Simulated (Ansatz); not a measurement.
**Dielectric response of PbS (110) films**

Wanted: ε of rocksalt PbS (110) by finite fields on slabs, and the band edges against the vacuum where run.

Main program and level: Ansatz 0.2.0; plane-wave DFT, LDA, Ansatz PAW.

**1. Starting point**

The cell holds 10 atoms: 5 Pb and 5 S. Cell: a = 4.200 Å, b = 5.940 Å, c = 26.400 Å, α = 90.0°, β = 90.0°, γ = 90.0°. It derives from PbS (rocksalt PbS). Vacuum lies along c.

**2. Relaxation, 10 atoms, units 5**

The structure is relaxed first, because levels and dipoles at a surface follow the positions of the outer atoms.

The input, input.yaml:

```yaml
crystal:
  lattice:
    - [4.20021428, 0.0, 0.0]
    - [0.0, 5.94, 0.0]
    - [0.0, 0.0, 26.4004285605]
  atoms:
    - { symbol: Pb, position: [0.5, 0.5, 0.3409035569] }
    - { symbol: S, position: [0.5, 0.0, 0.3409035569] }
    - { symbol: Pb, position: [0.0, 0.0, 0.4204517785] }
    - { symbol: S, position: [0.0, 0.5, 0.4204517785] }
    - { symbol: Pb, position: [0.5, 0.5, 0.5] }
    - { symbol: S, position: [0.5, 0.0, 0.5] }
    - { symbol: Pb, position: [0.0, 0.0, 0.5795482215] }
    - { symbol: S, position: [0.0, 0.5, 0.5795482215] }
    - { symbol: Pb, position: [0.5, 0.5, 0.6590964431] }
    - { symbol: S, position: [0.5, 0.0, 0.6590964431] }
kpoints:
  mp_grid: { grid: [8, 6, 1] }
hamiltonian:
  xc: lda
scf:
  occupations: { method: fermi_dirac, width: 0.03 }
  convergence: { dr2_threshold: 1.0e-09 }
efield:
  axis: 3
  dipole_correction: true
  ramp_position: 0.97
  ramp_width: 0.06
relax:
  f_tol: 0.003
  max_steps: 100
output:
  write_potential: true
  write_density: true
  volumetric_format: npy
```

Run with:

```sh
ansatz run input.yaml --threads 4 --pin off --max-ram 12288MiB --backend cpu --events-out ev --progress --plain --runs-dir out
```

Numbers of over 12 decimals in the logs are rounded to 6 here.

The log of the run:

```text
Engine: ansatz 0.2.0, aarch64-unknown-linux-gnu
Pseudopotentials: kind: paw
Pseudopotential: Pb, paw, valence charge 14, recommended cutoff 420 eV (normal), Pb.paw.azcp
Pseudopotential: S, paw, valence charge 6, recommended cutoff 420 eV (normal), S.paw.azcp
Functional definition: SPW92
  exchange = slater_x
  correlation = pw_c
Crystal: 10 atoms, lattice volume = 658.671 Å³
Basis set: ecut = 420 eV, 12745 PW (Γ)
Bands: 60, of which v1, the nominal top of the filled ones, is band 50 counted from 1 (49 counted from 0)
Symmetry: 4 space group operations
k-points: 20 of 48
Non-local potential: Pb, projectors of the file, l = 0: 2, l = 1: 2, l = 2: 2, l = 3: 2
Non-local potential: S, projectors of the file, l = 0: 2, l = 1: 2, l = 2: 2
PAW form: soft (Blöchl's): semilocal exchange-correlation on the pseudo side does not see the compensation charge
PAW frozen core: Pb, regenerated for the run's functional, and the local potential with it (the file was generated under x = pbe(κ = 0.804, μ = 0.219515), c = pbe(β = 0.066725))
PAW frozen core: S, regenerated for the run's functional, and the local potential with it (the file was generated under x = pbe(κ = 0.804, μ = 0.219515), c = pbe(β = 0.066725))
PAW one-centre angular grid: Pb, 590 points (default); XC on 64 Gauss nodes
PAW one-centre angular grid: S, 110 points (default); XC on 64 Gauss nodes
Initial density: superposition of atomic densities (neutral atoms: chi_scale 0, normalization atom), corrected by the library's trained network
Initial wavefunctions: pseudopotential atomic-orbital guess
Functional: x = slater, c = lda
SCF iter   1: F=—  HF=-62362.292874 eV  |F-HF|=—  |Δ(HF+E_count)|=         —  Δρ=3.72e-3  dr2=1.30e-1  ethr=1.77e-3  p=-0.000 e·Å  D=-1.22e-14 V/Å  ΔV_dip=0.00 eV  dr2_dipole=1.46e-8  V_vac-E_F(+/−)=4.57/4.57 eV  ⟨swp⟩=8.0  Hψ=5136  notcnv=0  defer=3
efield: sawtooth ramp at fractional position 0.9700 (set: `efield.ramp_position`, or a place that a band, a saddle search or an elastic batch's reference lends), width 0.0600; the density the first Hamiltonian is built on has a dipole p = -0.000 e·Å; the dipole correction subtracts the counter field D = -1.22e-14 V/Å, which shifts the + side's vacuum level by +0.00 eV against the − side's; the planar-averaged density in the ramp window peaks in size at 3.2e-6 e/Å³
preconditioner: auto → LDOS  [insulator: Δε(μ)=0.210 eV  Ē_g=13.476 eV  σ=0.030 eV  W_gap=0.79  n_scr=96 (ndim 8)  ℏωp=14.5 eV  f_vac=0.550  D(μ)=1.17/eV (n_scr^D=4)  ε∞_Penn≈2.2  β→1.0]
SCF iter   2: F=—  HF=-62362.291233 eV  |F-HF|=—  |Δ(HF+E_count)|=   1.64e-3  Δρ=3.01e-3  dr2=1.36e-1  ethr=1.30e-4  p=-0.000 e·Å  D=-2.87e-5 V/Å  ΔV_dip=0.00 eV  dr2_dipole=1.88e-7  V_vac-E_F(+/−)=4.76/4.76 eV  ⟨swp⟩=3.5  Hψ=2839  notcnv=0  defer=77
SCF iter   3: F=—  HF=-62362.262256 eV  |F-HF|=—  |Δ(HF+E_count)|=   2.90e-2  Δρ=1.08e-3  dr2=2.99e-2  ethr=1.30e-4  p=0.000 e·Å  D=1.47e-5 V/Å  ΔV_dip=-0.00 eV  dr2_dipole=5.16e-8  V_vac-E_F(+/−)=4.57/4.57 eV  ⟨swp⟩=3.0  Hψ=1865  notcnv=0  defer=77
SCF iter   4: F=—  HF=-62362.257124 eV  |F-HF|=—  |Δ(HF+E_count)|=   5.13e-3  Δρ=2.95e-4  dr2=1.75e-3  ethr=2.99e-5  p=0.000 e·Å  D=1.49e-7 V/Å  ΔV_dip=-0.00 eV  dr2_dipole=2.37e-10  V_vac-E_F(+/−)=4.65/4.65 eV  ⟨swp⟩=2.1  Hψ=1569  notcnv=0  defer=78
SCF iter   5: F=—  HF=-62362.256750 eV  |F-HF|=—  |Δ(HF+E_count)|=   3.74e-4  Δρ=8.08e-5  dr2=4.26e-5  ethr=1.75e-6  p=-0.000 e·Å  D=-7.35e-7 V/Å  ΔV_dip=0.00 eV  dr2_dipole=9.73e-11  V_vac-E_F(+/−)=4.64/4.64 eV  ⟨swp⟩=2.1  Hψ=1662  notcnv=0  defer=76
SCF iter   6: F=—  HF=-62362.256745 eV  |F-HF|=—  |Δ(HF+E_count)|=   4.54e-6  Δρ=1.74e-5  dr2=4.83e-6  ethr=4.26e-8  p=0.000 e·Å  D=6.02e-7 V/Å  ΔV_dip=-0.00 eV  dr2_dipole=8.54e-11  V_vac-E_F(+/−)=4.64/4.64 eV  ⟨swp⟩=2.1  Hψ=2126  notcnv=0  defer=76
SCF iter   7: F=—  HF=-62362.256643 eV  |F-HF|=—  |Δ(HF+E_count)|=   1.02e-4  Δρ=8.67e-6  dr2=1.18e-6  ethr=4.83e-9  p=-0.000 e·Å  D=-5.45e-7 V/Å  ΔV_dip=0.00 eV  dr2_dipole=6.51e-11  V_vac-E_F(+/−)=4.64/4.64 eV  ⟨swp⟩=2.0  Hψ=2140  notcnv=0  defer=76
SCF iter   8: F=—  HF=-62362.256643 eV  |F-HF|=—  |Δ(HF+E_count)|=   2.53e-7  Δρ=2.02e-6  dr2=3.34e-8  ethr=1.18e-9  p=0.000 e·Å  D=8.79e-8 V/Å  ΔV_dip=-0.00 eV  dr2_dipole=1.02e-12  V_vac-E_F(+/−)=4.64/4.64 eV  ⟨swp⟩=2.0  Hψ=2124  notcnv=0  defer=76
SCF iter   9: F=—  HF=-62362.256643 eV  |F-HF|=—  |Δ(HF+E_count)|=   9.65e-9  Δρ=3.62e-7  dr2=1.45e-9  ethr=3.34e-11  p=-0.000 e·Å  D=-2.32e-7 V/Å  ΔV_dip=0.00 eV  dr2_dipole=1.09e-11  V_vac-E_F(+/−)=4.64/4.64 eV  ⟨swp⟩=3.0  Hψ=2244  notcnv=0  defer=76
SCF iter  10: F=-62362.256643 eV  HF=-62362.256643 eV  |F-HF|=5.09e-11  |Δ(HF+E_count)|=  9.68e-10  Δρ=1.07e-7  dr2=1.49e-10  ethr=1.00e-12  p=0.000 e·Å  D=2.70e-7 V/Å  ΔV_dip=-0.00 eV  dr2_dipole=1.30e-11  V_vac-E_F(+/−)=4.64/4.64 eV  ⟨swp⟩=8.0  Hψ=7550  notcnv=0
SCF 1 converged in 10 iterations: F = -62362.256643 eV  dr2 = 1.49e-10
  greatest PAW one-centre occupation: 0.982 electrons in one spin orbital (limit 2), on the Pb atom at site 2 (counted from 0), in its partial waves of l = 2
relax step   1: F+E_penalty+E_count = -62362.25664287 eV  Δ(F+E_penalty+E_count) = +0.000e0 eV  max|allowed force component| = 8.493e-1 eV/Å  Δτ_max = 0.0000 Å  (10 SCF iters, accepted)
Initial density: handed on by an earlier stage of this run
Initial wavefunctions: those handed on with the density
iter 1 solved again at ethr=2.00e-4 eV; its pass at ethr=3.10e-3 eV (dr2=2.00e-1 eV) is discarded
SCF iter   1: F=—  HF=-62362.750563 eV  |F-HF|=—  |Δ(HF+E_count)|=         —  Δρ=3.29e-3  dr2=2.02e-1  ethr=2.00e-4  p=0.000 e·Å  D=2.70e-7 V/Å  ΔV_dip=-0.00 eV  dr2_dipole=1.99e-11  V_vac-E_F(+/−)=4.52/4.52 eV  ⟨swp⟩=2.0  Hψ=4927  notcnv=0  defer=63
efield: sawtooth ramp at fractional position 0.9700 (set: `efield.ramp_position`, or a place that a band, a saddle search or an elastic batch's reference lends), width 0.0600; the density the first Hamiltonian is built on has a dipole p = 0.000 e·Å; the dipole correction subtracts the counter field D = 2.70e-7 V/Å, which shifts the + side's vacuum level by -0.00 eV against the − side's; the planar-averaged density in the ramp window peaks in size at 2.1e-7 e/Å³
preconditioner: auto → LDOS  [insulator: Δε(μ)=0.103 eV  Ē_g=13.682 eV  σ=0.030 eV  W_gap=0.62  n_scr=96 (ndim 8)  ℏωp=14.5 eV  f_vac=0.563  D(μ)=1.20/eV (n_scr^D=4)  ε∞_Penn≈2.1  β→1.0]
[...]
SCF iter   7: F=—  HF=-62362.722370 eV  |F-HF|=—  |Δ(HF+E_count)|=   1.06e-4  Δρ=2.88e-6  dr2=6.38e-8  ethr=9.26e-10  p=0.000 e·Å  D=5.31e-8 V/Å  ΔV_dip=-0.00 eV  dr2_dipole=1.49e-15  V_vac-E_F(+/−)=4.48/4.48 eV  ⟨swp⟩=2.0  Hψ=2164  notcnv=0  defer=74
SCF iter   8: F=—  HF=-62362.722370 eV  |F-HF|=—  |Δ(HF+E_count)|=   2.51e-8  Δρ=9.02e-7  dr2=4.01e-9  ethr=6.38e-11  p=0.000 e·Å  D=5.26e-8 V/Å  ΔV_dip=-0.00 eV  dr2_dipole=4.56e-16  V_vac-E_F(+/−)=4.48/4.48 eV  ⟨swp⟩=2.8  Hψ=2124  notcnv=0  defer=74
SCF iter   9: F=-62362.722370 eV  HF=-62362.722370 eV  |F-HF|=1.31e-10  |Δ(HF+E_count)|=   4.78e-9  Δρ=2.09e-7  dr2=4.06e-10  ethr=1.00e-12  p=0.000 e·Å  D=5.81e-8 V/Å  ΔV_dip=-0.00 eV  dr2_dipole=7.57e-17  V_vac-E_F(+/−)=4.48/4.48 eV  ⟨swp⟩=8.1  Hψ=7746  notcnv=0
SCF 3 converged in 9 iterations: F = -62362.722370 eV  dr2 = 4.06e-10
relax step   3: F+E_penalty+E_count = -62362.72237044 eV  Δ(F+E_penalty+E_count) = -1.918e-2 eV  max|allowed force component| = 7.242e-2 eV/Å  Δτ_max = 0.1253 Å  (9 SCF iters, accepted)
[...]
relax step   4: F+E_penalty+E_count = -62362.72646910 eV  Δ(F+E_penalty+E_count) = -4.099e-3 eV  max|allowed force component| = 4.920e-3 eV/Å  Δτ_max = 0.0386 Å  (8 SCF iters, accepted)
SCF iter   1: F=—  HF=-62362.726598 eV  |F-HF|=—  |Δ(HF+E_count)|=         —  Δρ=4.14e-5  dr2=2.08e-5  ethr=2.03e-7  p=-0.000 e·Å  D=-1.13e-8 V/Å  ΔV_dip=0.00 eV  dr2_dipole=9.31e-14  V_vac-E_F(+/−)=4.52/4.52 eV  ⟨swp⟩=3.0  Hψ=2457  notcnv=0  defer=73
efield: sawtooth ramp at fractional position 0.9700 (set: `efield.ramp_position`, or a place that a band, a saddle search or an elastic batch's reference lends), width 0.0600; the density the first Hamiltonian is built on has a dipole p = -0.000 e·Å; the dipole correction subtracts the counter field D = -1.13e-8 V/Å, which shifts the + side's vacuum level by +0.00 eV against the − side's; the planar-averaged density in the ramp window peaks in size at 2.9e-7 e/Å³
preconditioner: auto → LDOS  [metal: Δε(μ)=0.063 eV  Ē_g=13.669 eV  σ=0.030 eV  W_gap=0.43  n_scr=96 (ndim 8)  ℏωp=14.5 eV  f_vac=0.567  D(μ)=1.38/eV (n_scr^D=4)  β→1.0]
SCF iter   2: F=—  HF=-62362.726596 eV  |F-HF|=—  |Δ(HF+E_count)|=   1.14e-6  Δρ=3.63e-5  dr2=2.48e-5  ethr=2.08e-8  p=0.000 e·Å  D=3.75e-8 V/Å  ΔV_dip=-0.00 eV  dr2_dipole=4.78e-13  V_vac-E_F(+/−)=4.52/4.52 eV  ⟨swp⟩=2.0  Hψ=2085  notcnv=0  defer=73
SCF iter   3: F=—  HF=-62362.726593 eV  |F-HF|=—  |Δ(HF+E_count)|=   3.71e-6  Δρ=7.54e-6  dr2=1.23e-6  ethr=2.08e-8  p=-0.000 e·Å  D=-5.05e-9 V/Å  ΔV_dip=0.00 eV  dr2_dipole=2.80e-15  V_vac-E_F(+/−)=4.52/4.52 eV  ⟨swp⟩=2.0  Hψ=1831  notcnv=0  defer=73
SCF iter   4: F=—  HF=-62362.726489 eV  |F-HF|=—  |Δ(HF+E_count)|=   1.03e-4  Δρ=3.04e-6  dr2=2.45e-7  ethr=1.23e-9  p=-0.000 e·Å  D=-3.74e-9 V/Å  ΔV_dip=0.00 eV  dr2_dipole=8.98e-15  V_vac-E_F(+/−)=4.52/4.52 eV  ⟨swp⟩=2.0  Hψ=2131  notcnv=0  defer=73
SCF iter   5: F=—  HF=-62362.726489 eV  |F-HF|=—  |Δ(HF+E_count)|=   4.16e-8  Δρ=7.07e-7  dr2=6.63e-9  ethr=2.45e-10  p=-0.000 e·Å  D=-1.21e-9 V/Å  ΔV_dip=0.00 eV  dr2_dipole=6.59e-15  V_vac-E_F(+/−)=4.52/4.52 eV  ⟨swp⟩=2.9  Hψ=2082  notcnv=0  defer=73
SCF iter   6: F=—  HF=-62362.726489 eV  |F-HF|=—  |Δ(HF+E_count)|=  3.27e-10  Δρ=2.25e-7  dr2=1.11e-9  ethr=1.00e-12  p=0.000 e·Å  D=2.90e-9 V/Å  ΔV_dip=-0.00 eV  dr2_dipole=1.49e-16  V_vac-E_F(+/−)=4.52/4.52 eV  ⟨swp⟩=8.7  Hψ=7801  notcnv=0
SCF iter   7: F=-62362.726489 eV  HF=-62362.726489 eV  |F-HF|=5.82e-11  |Δ(HF+E_count)|=  5.09e-11  Δρ=5.92e-8  dr2=3.07e-11  ethr=1.00e-12  p=0.000 e·Å  D=2.08e-9 V/Å  ΔV_dip=-0.00 eV  dr2_dipole=2.37e-18  V_vac-E_F(+/−)=4.52/4.52 eV  ⟨swp⟩=7.0  Hψ=6753  notcnv=0
SCF 5 converged in 7 iterations: F = -62362.726489 eV  dr2 = 3.07e-11
relax step   5: F+E_penalty+E_count = -62362.72648934 eV  Δ(F+E_penalty+E_count) = -2.024e-5 eV  max|allowed force component| = 7.202e-4 eV/Å  Δτ_max = 0.0025 Å  (7 SCF iters, accepted)
NSCF: frozen V_eff on 20 k-points
the search or the solves at the SCF's close seem to have found levels that the self-consistency loop had missed (the run counts 2). By its estimate they hold under 1e-12 electrons; where the run keeps them, the occupations were computed again with them
WARN: The output density's exchange-correlation potential varies sharply where the density is thin. Do not read a vacuum level from v_tot or v_xc, or from such a field of the output density. On a cell that repeats whose density bears no net charge and no dipole along the vacuum's axis use v_es (v_loc + v_h of the components); under efield.dipole_correction with no amplitude use v_es + v_field, which holds any externa [...]
SCF converged after 7 iterations
Free energy (F): -62362.726489 eV
Harris-Foulkes:  -62362.726489 eV  (|F-HF|=5.82e-11)
Internal energy: -62362.722633 eV  (E = F + TS)
E sigma→0 (E₀):  -62362.724561 eV
Entropy (-TS):   -0.003856 eV (-0.386 meV/atom)
Fermi energy:    0.508037 eV
Dipole field:    D = 0.000000 V/Å  (p = 0.000000 e·Å, saw-weighted, corrected)
Work function:   Φ+ = 4.5236 eV   Φ− = 4.5236 eV
Levels:          The Fermi level and band energies are counted from a zero that moves with the ramp; work functions are not
--- Per-component energies (eV) ---
  E_band       = -1072.661680
  E_kinetic    = 1970.497896
  E_local      = -68188.245601  (includes V_loc(G=0)·N_el)
  E_nonlocal   = 1918.448032
  E_hartree    = 33012.811033
  E_xc         = -1576.149985
  E_vxc        = -1104.540083  (∫ρ·V_xc dr)
  E_paw        = -53347.453295  (= ΣΔE_a)
  E_vpaw       = -1694.444892  (= ΣTr[D̂ρ^β])
  E_aug_tail   = 0.000241  (compensation charges beyond the density's cutoff)
  E_efield     = 0.000000  (sawtooth field / dipole correction)
  E_vefield    = -0.000000  (∫n·V_field dr)
  E_ewald      = 23846.991625
  E_core_change = 0.377420  (= ΣΔE_core)
  E_smearing   = -0.003856  (= −TS)
  E_closure    = 0.000000  (closes the sum)
  Σ components = -62362.726489   (vs F -62362.726489, Δ=0.00e0)
--- Forces (eV/Å), atoms counted from 1 ---
  atom   1  Pb     0.00000000     0.00000000     0.00060590
  atom   2  S      0.00000000     0.00000000     0.00062503
  atom   3  Pb     0.00000000     0.00000000    -0.00072017
  atom   4  S      0.00000000     0.00000000    -0.00039439
  atom   5  Pb     0.00000000     0.00000000     0.00000007
  atom   6  S      0.00000000     0.00000000     0.00000003
  atom   7  Pb     0.00000000     0.00000000     0.00072012
  atom   8  S      0.00000000     0.00000000     0.00039438
  atom   9  Pb     0.00000000     0.00000000    -0.00060599
  atom  10  S      0.00000000     0.00000000    -0.00062498
  max |Σ_I F_I| component: 8.12e-9 eV/Å
--- Band table (eV; the first three rows and the last of 20) ---
  k-point 0: bands = [... 46 lower, -1.1035, -0.8816, -0.5578, -0.4174, 1.3575, 1.6513, 2.5656, 2.9196, ... 6 higher]
  k-point 1: bands = [... 46 lower, -1.1442, -0.8472, -0.4406, -0.4234, 1.1347, 1.5919, 2.4429, 2.6134, ... 6 higher]
  k-point 2: bands = [... 46 lower, -0.7708, -0.7517, -0.3440, -0.0582, 0.6715, 1.5314, 1.8884, 2.2048, ... 6 higher]
  k-point 19: bands = [... 46 lower, -0.3835, -0.2165, -0.1564, 0.4531, 0.5157, 1.3800, 1.7661, 1.9593, ... 6 higher]
--- Relaxed structure (5 steps of the walk, 5 accepted, 0 SCFs on fresh bases) ---
  F+E_penalty+E_count = -62362.72648934 eV   max|allowed force component| = 7.202e-4 eV/Å
  atoms:
    - { symbol: Pb, position: [0.5, 0.5, 0.350532] }
    - { symbol: S, position: [0.5, 0.0, 0.349991] }
    - { symbol: Pb, position: [0.0, 0.0, 0.419342] }
    - { symbol: S, position: [0.0, 0.5, 0.419583] }
    - { symbol: Pb, position: [0.5, 0.5, 0.500000] }
    - { symbol: S, position: [0.5, 0.0, 0.500000] }
    - { symbol: Pb, position: [0.0, 0.0, 0.580658] }
    - { symbol: S, position: [0.0, 0.5, 0.580417] }
    - { symbol: Pb, position: [0.5, 0.5, 0.649468] }
    - { symbol: S, position: [0.5, 0.0, 0.650009] }
```

The job ended after 1.7 min (4 threads of Arm Neoverse V1, shared host; peak memory 1.4 GiB; 6.6 min of CPU time).

The steps of the relaxation:

```
step  energy less that of the first step (eV)  largest force component (eV/Å)
   1                                   0.0000                          0.8493
   2                                  -0.4465                          0.1592
   3                                  -0.4657                          0.0724
   4                                  -0.4698                          0.0049
   5                                  -0.4698                          0.0007
```

The run keeps the 4 symmetry operations that it works with, so distortions that break them were not tested.

The atoms that moved most (Å):

```csv
atom,dx,dy,dz,length
Pb1,0.000,0.000,0.254,0.254
Pb9,0.000,0.000,-0.254,0.254
S10,0.000,0.000,-0.240,0.240
S2,0.000,0.000,0.240,0.240
Pb3,0.000,0.000,-0.029,0.029
Pb7,0.000,0.000,0.029,0.029
S8,0.000,0.000,0.023,0.023
S4,0.000,0.000,-0.023,0.023
```

Numbers from this step:

- energy at zero smearing: -62362.7246 eV
- work function, upper face: 4.524 eV
- dipole along the normal: 1.17e-8 e·Å

Running mean over 2.1 Å of the planar mean; the ramp of the sawtooth is left out. Electron's electrostatic potential energy less the Fermi level against z:

```csv
z (Å),electron's electrostatic potential energy less the Fermi level (eV)
3.5,4.52
4.0,4.52
4.5,4.52
5.0,4.52
5.5,4.52
6.0,4.51
6.5,4.46
7.0,4.29
7.5,3.53
8.0,1.41
8.5,-1.21
9.0,-3.22
9.5,-4.46
10.0,-5.16
10.5,-5.11
11.0,-4.36
11.5,-3.88
12.0,-3.73
12.5,-3.71
13.0,-3.76
13.5,-3.75
14.0,-3.70
14.5,-3.74
15.0,-3.93
15.5,-4.54
16.0,-5.18
16.5,-5.09
17.0,-4.22
17.5,-2.91
18.0,-0.693
18.5,1.91
19.0,3.77
19.5,4.35
20.0,4.48
20.5,4.51
21.0,4.52
21.5,4.52
22.0,4.52
22.5,4.52
23.0,4.52
```

The relaxation took 5 steps and lowered the energy by 0.47 eV; the largest force on the free atoms ends at 7.2e-4 eV/Å.

The work function of the upper face is 4.52 eV.

**3. Single point on the relaxed film, 10 atoms, units 5**

The film was relaxed beforehand; a single point on the relaxed positions gives its levels and potential.

input.yaml, the sections that differ from step 2:

```yaml
crystal:
  lattice:
    - [4.20021428, 0.0, 0.0]
    - [0.0, 5.94, 0.0]
    - [0.0, 0.0, 26.4004285605]
  atoms:
    - { symbol: Pb, position: [0.5, 0.5, 0.3505319269] }
    - { symbol: S, position: [0.5, 0.0, 0.349990722] }
    - { symbol: Pb, position: [0.0, 0.0, 0.419342303] }
    - { symbol: S, position: [0.0, 0.5, 0.4195833161] }
    - { symbol: Pb, position: [0.5, 0.5, 0.4999999996] }
    - { symbol: S, position: [0.5, 0.0, 0.4999999994] }
    - { symbol: Pb, position: [0.0, 0.0, 0.580657697] }
    - { symbol: S, position: [0.0, 0.5, 0.5804166846] }
    - { symbol: Pb, position: [0.5, 0.5, 0.649468074] }
    - { symbol: S, position: [0.5, 0.0, 0.6500092773] }
output:
  eigenvalues: true
  write_potential: true
  write_density: true
  volumetric_format: npy
# kpoints, hamiltonian, scf, efield: as in step 2
# relax: removed
```

The log of the run:

```text
[...]
Crystal: 10 atoms, lattice volume = 658.671 Å³
Basis set: ecut = 420 eV, 12745 PW (Γ)
Bands: 60, of which v1, the nominal top of the filled ones, is band 50 counted from 1 (49 counted from 0)
Symmetry: 4 space group operations
k-points: 20 of 48
[...]
SCF iter   1: F=—  HF=-62362.767358 eV  |F-HF|=—  |Δ(HF+E_count)|=         —  Δρ=3.85e-3  dr2=1.48e-1  ethr=1.77e-3  p=0.000 e·Å  D=2.94e-9 V/Å  ΔV_dip=-0.00 eV  dr2_dipole=5.13e-9  V_vac-E_F(+/−)=4.38/4.38 eV  ⟨swp⟩=8.2  Hψ=4973  notcnv=0  defer=4
[...]
SCF iter  10: F=-62362.726489 eV  HF=-62362.726489 eV  |F-HF|=3.64e-11  |Δ(HF+E_count)|=  7.35e-10  Δρ=9.83e-8  dr2=1.41e-10  ethr=1.00e-12  p=-0.000 e·Å  D=-8.56e-9 V/Å  ΔV_dip=0.00 eV  dr2_dipole=1.11e-14  V_vac-E_F(+/−)=4.52/4.52 eV  ⟨swp⟩=13.6  Hψ=3813  notcnv=0
SCF 1 converged in 10 iterations: F = -62362.726489 eV  dr2 = 1.41e-10
[...]
SCF converged after 10 iterations
Free energy (F): -62362.726489 eV
[...]
Internal energy: -62362.722633 eV  (E = F + TS)
E sigma→0 (E₀):  -62362.724561 eV
Entropy (-TS):   -0.003856 eV (-0.386 meV/atom)
Fermi energy:    0.508037 eV
Dipole field:    D = 0.000000 V/Å  (p = 0.000000 e·Å, saw-weighted, corrected)
Work function:   Φ+ = 4.5236 eV   Φ− = 4.5236 eV
[...]
--- Band table (eV; the first three rows and the last of 20) ---
  k-point 0: bands = [... 46 lower, -1.1035, -0.8816, -0.5578, -0.4174, 1.3575, 1.6513, 2.5656, 2.9196, ... 6 higher]
  k-point 1: bands = [... 46 lower, -1.1442, -0.8472, -0.4406, -0.4234, 1.1347, 1.5919, 2.4429, 2.6134, ... 6 higher]
  k-point 2: bands = [... 46 lower, -0.7708, -0.7517, -0.3440, -0.0582, 0.6715, 1.5314, 1.8884, 2.2048, ... 6 higher]
  k-point 19: bands = [... 46 lower, -0.3835, -0.2165, -0.1564, 0.4531, 0.5157, 1.3800, 1.7661, 1.9593, ... 6 higher]
```

Run time: 30 s. Hardware: 4 threads; peak memory 1.6 GiB.

This step gave:

* dipole along the normal: 2.53e-7 e·Å

Running mean over 2.1 Å of the planar mean; the ramp of the sawtooth is left out. Electron's electrostatic potential energy less the Fermi level against z:

(Unchanged from step 2.)

The work function of the upper face is 4.52 eV.

(Part 1 of 4 ends here.)

[Logs are printed without paths, hosts, clocks, repeated set-up lines and the standing remarks that a program may print on its own settings, such as how far it seeks lower states.]

[Hosts, paths, dates, database ids (printed as entryN), source tags and the programs' standing remarks are cut or masked in the printed files.]

[Maps of the electrostatic potential energy from Ansatz leave out the sawtooth potential of an applied field or a dipole correction, so their vacuum need not be flat; planar profiles and work functions include it.]
